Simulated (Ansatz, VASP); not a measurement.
## Si: VASP beside Ansatz

The input INCAR:

```
PREC = Accurate
ENCUT = 520
EDIFF = 1E-7
ISMEAR = -1
SIGMA = 0.05
LREAL = False
LASPH = True
NELM = 80
ALGO = Normal
ISIF = 2
LWAVE = False
LCHARG = False
GGA = PE
NBANDS = 26
```

The input KPOINTS:

```
regular mesh
0
Gamma
  6 6 5
```

File POSCAR:

```
Si
1.0
    4.4610324521     -2.6278929902      0.0000000000
    4.4610324521      2.6278929902      0.0000000000
    0.0000000000      0.0000000000      5.2847215727
Si
8
Direct
    0.7942850000      0.7942850000      0.0000000000
    0.2942850000      0.2942850000      0.5000000000
    0.2057150000      0.2057150000      0.0000000000
    0.7057150000      0.7057150000      0.5000000000
    0.1556200000      0.8443800000      0.6741300000
    0.8443800000      0.1556200000      0.3258700000
    0.3443800000      0.6556200000      0.1741300000
    0.6556200000      0.3443800000      0.8258700000
```

The input input.yaml:

```yaml
crystal:
  lattice:
    - [4.4610324521, -2.6278929902, 0.0]
    - [4.4610324521, 2.6278929902, 0.0]
    - [0.0, 0.0, 5.2847215727]
  atoms:
    - { symbol: Si, position: [0.794285, 0.794285, 0.0] }
    - { symbol: Si, position: [0.294285, 0.294285, 0.5] }
    - { symbol: Si, position: [0.205715, 0.205715, 0.0] }
    - { symbol: Si, position: [0.705715, 0.705715, 0.5] }
    - { symbol: Si, position: [0.15562, 0.84438, 0.67413] }
    - { symbol: Si, position: [0.84438, 0.15562, 0.32587] }
    - { symbol: Si, position: [0.34438, 0.65562, 0.17413] }
    - { symbol: Si, position: [0.65562, 0.34438, 0.82587] }
hamiltonian:
  xc: pbe
  pseudopotentials: { kind: paw }
kpoints:
  mp_grid: { grid: [6, 6, 5] }
scf:
  occupations: { method: fermi_dirac, width: 0.05 }
output:
  forces: true
  stress: true
  eigenvalues: true
```

Change from the starting cell: volume scaled by 1.06.

Alike in both runs: task single point; functional PBE; k mesh 6 × 6 × 5; occupations fermi-dirac, width 0.05 eV; no spin polarisation.

|  | VASP | Ansatz |
| --- | --- | --- |
| version | VASP 6.6.1 | Ansatz 0.2.0 |
| potentials or method | VASP PAW PBE potentials, release 64 (Si) | Ansatz PAW |
| plane-wave cutoff (eV) | 520 | 420 |
| valence electrons in the cell | 32 | 32 |

Ansatz gave:

| Item | Value |
| --- | --- |
| gap on the k mesh at the Fermi level (eV) | none |
| pressure (GPa) | -4.5 |
| largest component of the traceless stress (GPa) | 1.04 |
| rms of the force components (eV/Å) | 0.051 |

**Question.** Which values does VASP return?

**Answer.** gap on the k mesh at the Fermi level (eV): none; pressure (GPa): -4.5; largest component of the traceless stress (GPa): 1.05; rms of the force components (eV/Å): 0.052.

Atom by atom the forces differ by 0.001 eV/Å (rms over components). A gap of «none» marks a metal or a gap that the smearing closes.
